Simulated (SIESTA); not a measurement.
**Fe under changes of volume**

One of the cells (12.019 Å³/atom); the others are scaled copies at fixed shape and fractional positions:

```
Fe
1.0
    -1.44300    1.44300    1.44300
     1.44300   -1.44300    1.44300
     1.44300    1.44300   -1.44300
Fe
1
Direct
  0.00000 0.00000 0.00000
```

- Program: SIESTA 5.4.2
- Functional: PBEsol
- Potentials or basis: PseudoDojo 0.4 standard (PBEsol files)
- Basis: DZP (energy shift 0.002 Ry)
- Grid cutoff: 800 Ry
- Energy shift: 0.002 Ry
- k mesh: 9 × 9 × 9
- Occupations: fermi-dirac, width 0.05 eV
- Spin: collinear spin, ferromagnetic start
- Starting moments: [3.0] μB

```csv
volume (Å³/atom),energy over the lowest point (meV/atom),pressure (GPa),moment (μB per cell)
11.298,0.00,-9.9,2.13
11.538,18.11,-12.5,2.21
11.778,37.64,-13.5,2.33
12.019,58.50,-15.1,2.45
12.259,81.67,-16.5,2.52
12.499,?,?,?
12.740,136.55,-21.1,2.58
```

Task: What does the run at 12.499 Å³/atom give?

Result: Energy over the lowest point 107.01 meV/atom; pressure -18.5 GPa; moment 2.56 μB per cell.

Worked out: A Birch-Murnaghan fit of order 3 (a polynomial in V^(-2/3)) to the other rows has no minimum within the range. It gives 107.56 meV/atom at 12.499 Å³/atom, against the run's 107.01, and -dE/dV = -18.2 GPa, against -18.5. A parabola through the other rows of the moment, of slope 0.173 μB per Å³/atom there, gives 2.56 μB, against the run's 2.56.

Energies are extrapolated to zero smearing.

Caveats: semicore shells carry a single zeta, which can move pressures by several GPa and volumes by a few percent; the basis of atomic orbitals isn't converged, which shifts pressures, moduli and gaps.
